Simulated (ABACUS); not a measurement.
TiB2:

```xyz
3
Lattice="3.0292 0.0000 0.0000 -1.5146 2.6234 0.0000 0.0000 0.0000 3.2284" Properties=species:S:1:pos:R:3 pbc="T T T"
Ti    0.0000    0.0000    0.0000
B     1.5146    0.8745    1.6142
B     0.0000    1.7489    1.6142
```

Base run:

* Program: ABACUS 3.10.1
* Functional: PBE
* Potentials or basis: PseudoDojo NC SR 0.4.1 PBE standard
* Cutoff: 1143 eV
* Density cutoff: 4572 eV
* Basis: plane waves
* k mesh: 10 × 10 × 8
* Occupations: fermi-dirac, width 0.05 eV
* Spin: no spin polarisation

Its results: band gap on the k mesh none (metal or under the smearing width); pressure 0.2 GPa.

Question: The run is repeated on the same cell with these changes: cutoff from 1143 eV to 1361 eV; density cutoff from 4572 eV to 5442 eV; basis from plane waves to DZP LCAO (the cutoffs set its grid). What comes out?

Answer: Band gap on the k mesh none (metal or under the smearing width); pressure 1.1 GPa.

Caveats: there are fewer bands than atomic start orbitals, so a level may be missed at k points of high symmetry (some runs); the atomic orbitals were generated for these runs and aren't a published set (some runs); the basis of atomic orbitals isn't converged, which shifts pressures, moduli and gaps (some runs).

Not every run made on this cell is shown here.
